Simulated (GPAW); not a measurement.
Runs of GPAW 26.7.0 on CoO. The structure is cubic, space group Fm-3m (No. 225). The conventional cell has a = 4.263 Å, b = 4.263 Å, c = 4.263 Å, α = 90.00°, β = 90.00°, γ = 90.00°. Around Co (site symmetry m-3m) lie 6 O at 2.13 Å. O (site symmetry m-3m) is surrounded by 6 Co at 2.13 Å. 

```tsv
task	level	potentials or basis	cell	k mesh	cutoff (eV)	smearing	maxiter	optimizer	fmax	max steps	convergence	gap on the mesh (eV)	pressure (GPa)	moment (μB)
relaxation of cell and atoms	LDA	the program's PAW data sets (release 1.2.1) made for this functional, pw	relaxed	11 × 11 × 11	800	fermi-dirac 0.05 eV	150	BFGS	0.02 eV/Å	40	density=1e-05 forces=0.0001	none	0.2	(a)
single point	PBE	GPAW PAW data sets (gpaw-data 1.2.1), pw	as given	11 × 11 × 11	800	gaussian 0.023 eV	150	-	-	-	-	none	-1.1	2.99
single point	PBE	GPAW PAW data sets (gpaw-data 1.2.1), pw	as given	11 × 11 × 11	800	gaussian 0.025 eV	150	-	-	-	-	none	-1.1	2.98
single point	LDA	the program's PAW data sets (release 1.2.1) made for this functional, pw	as given	9 × 9 × 9	650	fermi-dirac 0.05 eV	120	-	-	-	default	none	-21.0	2.84
single point	PBE	GPAW PAW data sets (gpaw-data 1.2.1), pw	as given	11 × 11 × 11	800	gaussian 0.027 eV	150	-	-	-	-	none	-1.1	2.98
single point	PBE	GPAW PAW data sets (gpaw-data 1.2.1), pw	the cell as VASP's run set it	11 × 11 × 11	800	gaussian 0.02 eV	150	-	-	-	-	none	-1.1	2.99
band structure	M06-L	GPAW PAW data sets (gpaw-data 1.2.1), pw	as given	9 × 9 × 9	800	fermi-dirac 0.05 eV	150	-	-	-	-	-	(b)	3.00
```

Alike in all rows: spin collinear, ferromagnetic start.

Problem. Fill in the values left out.

Solution. (a) 2.21; (b) -3.2.

Caveats: a cell with one magnetic atom can't hold antiferromagnetic order, which such compounds often take; semilocal functionals often make such compounds metallic where correlation or magnetic order opens a gap, which also shifts bond lengths; each step starts from the last one's moments, so a moment once lost doesn't come back (some runs); later steps reuse the first step's grids (some runs); the cutoff is short for stress and forces, so pressures can be off by a GPa or more (some runs); so large a pressure means that the cell lies far from this level's equilibrium, or that cutoff or potentials fall short (some runs).

A k mesh can miss the band edges.

A gap of «none» marks a metal or a gap under the smearing width.

Not every run made on this cell is shown here.
